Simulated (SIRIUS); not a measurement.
# Al (Fm-3m) in SIRIUS: notebook

The runs below take Al through equation of state, with PBE, PBE+D3, PBE+D3(BJ), PBE+D4.

Everything below comes from runs of SIRIUS 7.12.0. Logs are shortened: lines on timing, memory, paths and dates and some standing lists are left out, and cuts for length are marked. The log counts tension as positive stress, the text compression.

**Experimental background.**

“The interpretation of polycrystalline coherent inelastic neutron scattering from aluminium”, 2013, pmc:3831299 quotes, for a bulk crystal of Al: bulk modulus 76.9 GPa.

How close the calculation comes is told below.

### 1 Starting point

The structure is cubic, space group Fm-3m (No. 225). The conventional cell has a = 4.050 Å, b = 4.050 Å, c = 4.050 Å, α = 90.00°, β = 90.00°, γ = 90.00°. Al (site symmetry m-3m) has 12 Al at 2.86 Å as nearest neighbours.

### 2 Equation of state, PBE

run.py reads:

```python
import json, subprocess
import numpy as np
from ase.io import read
from ase.units import Bohr, Hartree
from ase.calculators.calculator import Calculator, all_changes, SCFError
from ase.eos import EquationOfState
from ase.units import GPa

class Sirius(Calculator):
    """Writes sirius.json, runs sirius.scf and reads output.json. Species files lie in the folder."""
    implemented_properties = ["energy", "free_energy", "forces", "magmom", "magmoms"]

    def __init__(self, settings, start):
        super().__init__()
        self.settings, self.start, self.warm = settings, start, False

    def run(self, atoms, settings, task):
        symbols = atoms.get_chemical_symbols()
        types = sorted(set(symbols))
        spin = settings["parameters"]["num_mag_dims"] > 0
        rows = {t: [] for t in types}
        for s, x, m in zip(symbols, atoms.get_scaled_positions(wrap=False), atoms.get_initial_magnetic_moments()):
            rows[s].append(list(x) + ([0, 0, m] if spin else []))
        cell = dict(lattice_vectors=(atoms.cell[:] / Bohr).tolist(), atom_types=types,
                    atom_files={t: t + ".json" for t in types}, atoms=rows)
        with open("sirius.json", "w") as f:
            json.dump(dict(settings, unit_cell=cell), f, indent=1)
        with open("sirius.log", "a") as log:
            subprocess.run(["sirius.scf", "--input=sirius.json", "--output=output.json", f"--task={task}"],
                           stdout=log, stderr=log, check=True)
        with open("output.json") as f:
            return json.load(f)["ground_state"], np.argsort(np.argsort(symbols, kind="stable"))

    def calculate(self, atoms=None, properties=["energy"], system_changes=all_changes):
        super().calculate(atoms, properties, system_changes)
        if not self.warm or "cell" in system_changes:
            loose = dict(self.settings, parameters={**self.settings["parameters"], **self.start})
            self.run(atoms, loose, task=0)  # loose LDA density as the start
            self.warm = True
        gs, order = self.run(atoms, self.settings, task=1)
        if not gs["converged"]:
            raise SCFError("SIRIUS did not converge")
        e = gs["energy"]
        free = e["free"] * Hartree  # E - TS, whose slope the forces are
        self.results = dict(energy=free, free_energy=free,
                            forces=np.array(gs["forces"])[order] * Hartree / Bohr)
        if "magnetisation" in gs:
            self.results["magmom"] = gs["magnetisation"]["total"][2]
            self.results["magmoms"] = np.array(gs["magnetisation"]["atoms"])[order, 2]
        self.gap, self.fermi = gs["band_gap"] * Hartree, gs["efermi"] * Hartree

settings = {'control': {'processing_unit': 'cpu',
             'std_evp_solver_name': 'lapack',
             'gen_evp_solver_name': 'lapack',
             'verbosity': 1,
             'print_forces': True,
             'ortho_rf': True,
             'use_second_variation': True,
             'rmt_max': 3.0},
 'parameters': {'electronic_structure_method': 'full_potential_lapwlo',
                'xc_functionals': ['XC_GGA_X_PBE', 'XC_GGA_C_PBE'],
                'core_relativity': 'dirac',
                'valence_relativity': 'iora',
                'num_fv_states': 12,
                'smearing': 'fermi_dirac',
                'smearing_width': 0.0018374661,
                'pw_cutoff': 20,
                'gk_cutoff': 3.41,
                'lmax_apw': 10,
                'lmax_rho': 8,
                'lmax_pot': 8,
                'num_mag_dims': 0,
                'auto_rmt': 0,
                'ngridk': [11, 11, 11],
                'shiftk': [0, 0, 0],
                'num_dft_iter': 80,
                'energy_tol': 1e-07,
                'density_tol': 1e-05,
                'use_symmetry': True},
 'settings': {'tol_ne': 1e-10},
 'iterative_solver': {'type': 'exact'},
 'mixer': {'type': 'anderson', 'beta': 0.5, 'max_history': 8}}
start = {'xc_functionals': ['XC_LDA_X', 'XC_LDA_C_PW'],
 'ngridk': [4, 4, 4],
 'gk_cutoff': 2.73,
 'smearing': 'fermi_dirac',
 'smearing_width': 0.0055,
 'energy_tol': 0.01,
 'density_tol': 0.05,
 'num_dft_iter': 30}

atoms = read("POSCAR")
sirius = Sirius(settings, start)
atoms.calc = sirius

cell = atoms.cell.copy()
volumes, energies = [], []
for x in [0.94, 0.96, 0.98, 1.0, 1.02, 1.04, 1.06]:
    atoms.set_cell(cell * x ** (1 / 3), scale_atoms=True)
    volumes.append(atoms.get_volume() / len(atoms))
    energies.append(atoms.get_potential_energy() / len(atoms))
    print(f"{volumes[-1]:10.4f} A^3/atom {energies[-1]:16.6f} eV/atom")
eos = EquationOfState(volumes, energies, eos="birchmurnaghan")
v0, e0, b0 = eos.fit()
print(f"V0 {v0:.4f} A^3/atom, B0 {b0 / GPa:.2f} GPa, B0' {eos.eos_parameters[2]:.2f}")
result = dict(volumes=volumes, energies=energies)
result.update(gap=sirius.gap, fermi=sirius.fermi, **{k: np.array(v).tolist() for k, v in sirius.results.items() if "mag" in k})
with open("result.json", "w") as f:
    json.dump(result, f)
```

POSCAR reads:

```
Al
1.0
    0.0000000000      2.0248050000      2.0248050000
    2.0248050000      0.0000000000      2.0248050000
    2.0248050000      2.0248050000      0.0000000000
Al
1
Direct
    0.0000000000      0.0000000000      0.0000000000
```

Potentials or basis: all-electron FP-LAPW, apw+lo standard.

The run is started by

```sh
> OMP_NUM_THREADS=1 python run.py
```

What it wrote:

```text
15.6066 A^3/atom     -6607.521025 eV/atom
   15.9386 A^3/atom     -6607.529280 eV/atom
   16.2707 A^3/atom     -6607.533599 eV/atom
   16.6027 A^3/atom     -6607.534347 eV/atom
   16.9348 A^3/atom     -6607.531861 eV/atom
   17.2668 A^3/atom     -6607.526571 eV/atom
   17.5989 A^3/atom     -6607.518697 eV/atom
V0 16.5088 A^3/atom, B0 78.85 GPa, B0' 4.46
```

sirius.log (last run):

```text
[info] SIRIUS version : 7.12.0
[info] number of MPI ranks           : 1
[info] MPI grid                      : 1 1
[info] maximum number of OMP threads : 1
[fft] FFT context for density and potential
[fft] =====================================
[fft]   plane wave cutoff                     : 20
[fft]   grid size                             : 40 40 40   total : 64000
[fft]   grid limits                           : -19 20   -19 20   -19 20
[fft]   number of G-vectors within the cutoff : 16145
[fft]   number of G-shells                    : 465
[fft] FFT context for coarse grid
[fft] =====================================
[fft]   plane wave cutoff                     : 6.82
[fft]   grid size                             : 15 15 15   total : 3375
[fft]   grid limits                           : -7 7   -7 7   -7 7
[fft]   number of G-vectors within the cutoff : 609
[fft]   number of G-shells                    : 30
[unit cell] lattice vectors
[unit cell]   a1 :       0.0000000000      3.9013719784      3.9013719784
[unit cell]   a2 :       3.9013719784      0.0000000000      3.9013719784
[unit cell]   a3 :       3.9013719784      3.9013719784      0.0000000000
[unit cell] reciprocal lattice vectors
[unit cell]   b1 :      -0.8052532983      0.8052532983      0.8052532983
[unit cell]   b2 :       0.8052532983     -0.8052532983      0.8052532983
[unit cell]   b3 :       0.8052532983      0.8052532983     -0.8052532983
[unit cell] unit cell volume :       118.76325080 [a.u.^3]
[unit cell] 1/sqrt(omega)    :         0.09176117
[unit cell] MT volume        :        50.30313549 (42.36%)
[unit cell] IT volume        :        68.46011531 (57.64%)
[unit cell] number of atom types : 1
[unit cell] type id : 0 symbol : Al mt_radius :   2.290000 num_atoms : 1
[unit cell] total number of atoms : 1
[unit cell] number of symmetry classes : 1
[unit cell] minimum bond length:     5.517373
[sym] space group number   : 225
[... 176 lines left out ...]
   0   11.355990    0.000000e+00

total core leakage    : 0.00000000e+00
interstitial charge   : 1.644010
total charge          : 13.000000
[find] Charges and magnetic moments
[find] --------------------------------------------------------------------------------
[find] atom      charge    core leakage
[find] --------------------------------------------------------------------------------
[find]    0   11.340160    0.000000e+00
[find] total core leakage    : 0.00000000e+00
[find] interstitial charge   : 1.659840
[find] total charge          : 13.000000
[find] Energy
[find] --------------------------------------------------------------------------------
[find] valence_eval_sum               :     -19.85237168
[find] core_eval_sum                  :    -110.31302924
[find] kinetic energy                 :     242.63707535
[find] enuc                           :    -292.55546954
[find] <rho|V^{XC}>                   :     -24.01446645
[find] <rho|E^{XC}>                   :     -18.60488574
[find] <mag|B^{XC}>                   :       0.00000000
[... 24 lines left out ...]
[find] valence_eval_sum               :     -19.81281758
[find] core_eval_sum                  :    -110.24800005
[find] kinetic energy                 :     243.19611710
[find] enuc                           :    -292.78648588
[find] <rho|V^{XC}>                   :     -24.03169526
[find] <rho|E^{XC}>                   :     -18.61867849
[find] <mag|B^{XC}>                   :       0.00000000
[find] <rho|V^{H}>                    :    -349.22523948
[find] smearing (-TS)                 :      -0.00015197
[find] SCF correction                 :      -0.00001637
[find] Total energy                   :    -242.82168338 (Ha),    -485.64336676 (Ry)
[find] Free energy (E-TS)             :    -242.82183535 (Ha),    -485.64367070 (Ry)
[find] band gap (eV)                  :       0.00000000
[find] Efermi                         :       0.23692142
[find] iteration : 4, RMS (target) : 4.1778e-06 (1.0000e-05) , energy difference (target) : -6.9889e-08 (1.0000e-07)
[find] converged after 5 SCF iterations!
[find] Charges and magnetic moments
[find] --------------------------------------------------------------------------------
[find] atom      charge    core leakage
[find] --------------------------------------------------------------------------------
[find]    0   11.324599    0.000000e+00
[find] total core leakage    : 0.00000000e+00
[find] interstitial charge   : 1.675401
[find] total charge          : 13.000000
[find] Energy
[find] --------------------------------------------------------------------------------
[find] valence_eval_sum               :     -19.81281758
[find] core_eval_sum                  :    -110.24800005
[find] kinetic energy                 :     243.19611710
[find] enuc                           :    -292.78648588
[find] <rho|V^{XC}>                   :     -24.03169526
[find] <rho|E^{XC}>                   :     -18.61867849
[find] <mag|B^{XC}>                   :       0.00000000
[find] <rho|V^{H}>                    :    -349.22523948
[find] smearing (-TS)                 :      -0.00015197
[find] SCF correction                 :      -0.00001637
[find] Total energy                   :    -242.82168338 (Ha),    -485.64336676 (Ry)
[find] Free energy (E-TS)             :    -242.82183535 (Ha),    -485.64367070 (Ry)
[find] band gap (eV)                  :       0.00000000
[find] Efermi                         :       0.23692142
[ground_state]
[ground_state] ==== total Forces in Ha/bohr =====
[ground_state] atom:    0, force:       0.0000000      0.0000000      0.0000000
```

Al.json:

```text
{
  "name": "aluminium",
  "symbol": "Al",
  "number": 13,
  "mass": 26.9815386,
  "rmin": 1e-06,
  "rmt": 2.29,
  "nrmt": 800,
  "rinf": 20.43,
  "core": "1s",
  "valence": [
    {"basis": [{"enu": 0.05, "dme": 0, "n": 0, "auto": 0}, {"enu": 0.05, "dme": 1, "n": 0, "auto": 0}]},
    {"l": 0, "n": 1, "basis": [{"enu": 0.1073, "dme": 0, "n": 0, "auto": 0}]},
    {"l": 1, "n": 2, "basis": [{"enu": 0.15, "dme": 0, "n": 0, "auto": 0}]},
    {"l": 2, "n": 3, "basis": [{"enu": 0.15, "dme": 0, "n": 0, "auto": 0}]},
    {"l": 3, "n": 4, "basis": [{"enu": 0.15, "dme": 0, "n": 0, "auto": 0}]}
  ],
  "lo": [
    {
      "l": 0,
      "basis": [{"enu": 0.1073, "dme": 0, "n": 0, "auto": 0}, {"enu": 0.1073, "dme": 1, "n": 0, "auto": 0}]
    },
    {
      "l": 0,
      "basis": [{"enu": -3.695, "dme": 0, "n": 2, "auto": 1}, {"enu": -3.695, "dme": 1, "n": 2, "auto": 1}]
    },
    {
      "l": 0,
      "basis": [{"enu": -3.695, "dme": 1, "n": 2, "auto": 1}, {"enu": 0.1073, "dme": 0, "n": 0, "auto": 0}]
    },
    {
      "l": 0,
      "basis": [{"enu": 0.1073, "dme": 0, "n": 0, "auto": 0}, {"enu": 3.1584, "dme": 0, "n": 0, "auto": 0}]
    },
    {"l": 1, "basis": [{"enu": 0.15, "dme": 0, "n": 0, "auto": 0}, {"enu": 0.15, "dme": 1, "n": 0, "auto": 0}]},
    {
      "l": 1,
      "basis": [{"enu": -2.3097, "dme": 0, "n": 2, "auto": 1}, {"enu": -2.3097, "dme": 1, "n": 2, "auto": 1}]
    },
    {
      "l": 1,
      "basis": [{"enu": -2.3097, "dme": 1, "n": 2, "auto": 1}, {"enu": 0.15, "dme": 0, "n": 0, "auto": 0}]
    },
    {"l": 1, "basis": [{"enu": 0.15, "dme": 0, "n": 0, "auto": 0}, {"enu": 3.6587, "dme": 0, "n": 0, "auto": 0}]},
    {"l": 2, "basis": [{"enu": 0.15, "dme": 0, "n": 0, "auto": 0}, {"enu": 0.15, "dme": 1, "n": 0, "auto": 0}]},
    {"l": 2, "basis": [{"enu": 0.15, "dme": 1, "n": 0, "auto": 0}, {"enu": 0.15, "dme": 2, "n": 0, "auto": 0}]},
    {"l": 2, "basis": [{"enu": 0.15, "dme": 0, "n": 0, "auto": 0}, {"enu": 3.1248, "dme": 0, "n": 0, "auto": 0}]},
    {"l": 3, "basis": [{"enu": 0.15, "dme": 0, "n": 0, "auto": 0}, {"enu": 0.15, "dme": 1, "n": 0, "auto": 0}]}
  ],
  "free_atom": [... radial grid and density of the free atom, the start of the SCF ...]
}
```

It took 87 s on 1 thread of Arm Neoverse V1, shared host; peak memory 0.28 GiB.

Results:

```yaml
Equilibrium_volume: 16.51 Å³/atom
Bulk_modulus: 79 GPa
Pressure_derivative_of_the_bulk_modulus: 4.5
```

Energy against volume, from the lowest point:
```tsv
volume (Å³/atom)	energy (meV/atom)
15.607	13.32
15.939	5.07
16.271	0.75
16.603	0.00
16.935	2.49
17.267	7.78
17.599	15.65
```

### 3 Equation of state, PBE+D3

run.py: that of step 2 with these lines changed.

```diff
@@ -7,2 +7,4 @@
 from ase.units import GPa
+from ase.calculators.mixing import SumCalculator
+from dftd3.ase import DFTD3
 
@@ -95,3 +97,4 @@
 sirius = Sirius(settings, start)
-atoms.calc = sirius
+dispersion = DFTD3(method="pbe", damping="d3zero")
+atoms.calc = SumCalculator([sirius, dispersion])
 
@@ -109,2 +112,3 @@
 result.update(gap=sirius.gap, fermi=sirius.fermi, **{k: np.array(v).tolist() for k, v in sirius.results.items() if "mag" in k})
+result['dispersion'] = dispersion.get_potential_energy(atoms)
 with open("result.json", "w") as f:
```

POSCAR is that of step 2.

Potentials or basis: all-electron FP-LAPW, apw+lo standard.

The run is started by

```sh
> OMP_NUM_THREADS=1 python run.py
```

Run time: 87 s. Hardware: 1 thread of Arm Neoverse V1, shared host; peak memory 0.28 GiB.

The run converged. Its results:

```yaml
Equilibrium_volume: 16.12 Å³/atom
Bulk_modulus: 84 GPa
Pressure_derivative_of_the_bulk_modulus: 4.6
```

Energy against volume, from the lowest point:
```tsv
volume (Å³/atom)	energy (meV/atom)
15.607	4.16
15.939	0.20
16.271	0.00
16.603	3.20
16.935	9.47
17.267	18.37
17.599	29.70
```

### 4 Equation of state, PBE+D3(BJ)

run.py: that of step 3 with these lines changed.

```diff
@@ -97,3 +97,3 @@
 sirius = Sirius(settings, start)
-dispersion = DFTD3(method="pbe", damping="d3zero")
+dispersion = DFTD3(method="pbe", damping="d3bj")
 atoms.calc = SumCalculator([sirius, dispersion])
```

POSCAR is that of step 3.

The run is started by

```sh
> OMP_NUM_THREADS=1 python run.py
```

Wall time 87 s (1 thread of Arm Neoverse V1, shared host); peak memory 0.28 GiB.

The run converged. Its results:

- Equilibrium volume: 15.82 Å³/atom
- Bulk modulus: 87 GPa
- Pressure derivative of the bulk modulus: 4.5

Energy against volume, from the lowest point:
```tsv
volume (Å³/atom)	energy (meV/atom)
15.607	0.53
15.939	0.00
16.271	3.07
16.603	9.42
16.935	18.69
17.267	30.51
17.599	44.64
```

### 5 Equation of state, PBE+D4

run.py: that of step 4 with these lines changed.

```diff
@@ -8,3 +8,3 @@
 from ase.calculators.mixing import SumCalculator
-from dftd3.ase import DFTD3
+from dftd4.ase import DFTD4
 
@@ -97,3 +97,3 @@
 sirius = Sirius(settings, start)
-dispersion = DFTD3(method="pbe", damping="d3bj")
+dispersion = DFTD4(method="pbe")
 atoms.calc = SumCalculator([sirius, dispersion])
```

POSCAR is that of step 4.

The run is started by

```sh
> OMP_NUM_THREADS=1 python run.py
```

Run time: 92 s. Hardware: 1 thread of Arm Neoverse V1, shared host; peak memory 0.28 GiB.

Results (log left out):

- Equilibrium volume: 15.86 Å³/atom
- Bulk modulus: 87 GPa
- Pressure derivative of the bulk modulus: 4.5

Energy against volume, from the lowest point:
| volume (Å³/atom) | energy (meV/atom) |
| --- | --- |
| 15.607 | 0.99 |
| 15.939 | 0.00 |
| 16.271 | 2.66 |
| 16.603 | 8.61 |
| 16.935 | 17.55 |
| 17.267 | 29.05 |
| 17.599 | 42.90 |

### 6 Summary

| level | V0 of scaled cells (Å³/atom) | B0 (GPa) |
| --- | --- | --- |
| PBE | 16.51 | 79 |
| PBE+D3 | 16.12 | 84 |
| PBE+D3(BJ) | 15.82 | 87 |
| PBE+D4 | 15.86 | 87 |

Alike in all rows: task equation of state; potentials or basis all-electron FP-LAPW, apw+lo standard; no spin polarisation; cell as given; k mesh 11 × 11 × 11; cutoff (eV) 158; smearing fermi-dirac 0.05 eV.

Compare energies only between runs with the same functional and basis.

### 7 Against experiment

Step 2. A measured bulk modulus of Al is 76.9 GPa (quoted in “The interpretation of polycrystalline coherent inelastic neutron scattering from aluminium”, 2013, pmc:3831299); the calculated 79 GPa misses it by +2.5 %. The fit is for a static lattice scaled at fixed shape and fixed fractional positions. The cell as given is a measured one (16.60 Å³/atom); PBE puts the equilibrium volume -0.6 % from it, thermal expansion not counted.

Step 3. Measured bulk modulus of Al: 76.9 GPa (quoted in “The interpretation of polycrystalline coherent inelastic neutron scattering from aluminium”, 2013, pmc:3831299). This calculation gives 84 GPa (+8.6 %). The fit is for a static lattice scaled at fixed shape and fixed fractional positions. The cell as given is a measured one (16.60 Å³/atom); PBE+D3 puts the equilibrium volume -2.9 % from it, thermal expansion not counted.

Step 4. Against the measured bulk modulus of Al, 76.9 GPa (quoted in “The interpretation of polycrystalline coherent inelastic neutron scattering from aluminium”, 2013, pmc:3831299), the calculated 87 GPa is off by +13.6 %. The fit is for a static lattice scaled at fixed shape and fixed fractional positions. The cell as given is a measured one (16.60 Å³/atom); PBE+D3(BJ) puts the equilibrium volume -4.7 % from it, thermal expansion not counted.

Step 5. Measured bulk modulus of Al: 76.9 GPa (quoted in “The interpretation of polycrystalline coherent inelastic neutron scattering from aluminium”, 2013, pmc:3831299). This calculation gives 87 GPa (+13.4 %). The fit is for a static lattice scaled at fixed shape and fixed fractional positions. The cell as given is a measured one (16.60 Å³/atom); PBE+D4 puts the equilibrium volume -4.5 % from it, thermal expansion not counted.
